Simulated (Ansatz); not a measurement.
One input, then a changed one: Si

First run: DFT, PBE, PAW with Ansatz's default frozen-core files, scalar-relativistic (Ansatz 0.2.0).

Command: `ansatz run input.yaml --threads 1 --pin off --max-ram 2048MiB --backend cpu --events-out ev --progress --plain --runs-dir out` It took 1.6 s on 1 thread of Intel(R) Xeon(R) 6975P-C (Granite Rapids), on a shared host, peak memory 0.36 GiB.

```yaml
crystal:
  lattice:
    - [0.0, 2.71356, 2.71356]
    - [2.71356, 0.0, 2.71356]
    - [2.71356, 2.71356, 0.0]
  atoms:
    - { symbol: Si, position: [0.72, 0.72, 0.72] }
    - { symbol: Si, position: [0.53, 0.53, 0.53] }
kpoints:
  mp_grid: { grid: [10, 10, 10] }
scf:
  occupations: { method: fermi_dirac, width: 0.05 }
hamiltonian:
  xc: pbe
  pseudopotentials: { kind: paw }
output:
  forces: true
  stress: true
  eigenvalues: true
  populations: true
  write_density: true
  write_potential: true
  elf: true
  volumetric_format: npy
```

The cell is entry 2102763 of the Crystallography Open Database, unrelaxed; the entry departs somewhat from later or room-temperature determinations.

This run: one bond, the shortest of the undistorted cell, set to 1.786 Å.

It converges in 6 SCF iterations at a pressure of 26.1 GPa, largest force 16.688 eV/Å, cutoff 420 eV.

The input is then changed:

```diff
+  symmetry: { detect: false }
 kpoints:
   populations: true
-  write_density: true
-  write_potential: true
-  elf: true
-  volumetric_format: npy
+basis:
+  ecutrho_ratio: 8
```

Question: Predict the outcome of the changed run.

Answer: It converges in 6 SCF iterations at a pressure of 26.1 GPa, largest force 16.688 eV/Å, cutoff 420 eV.
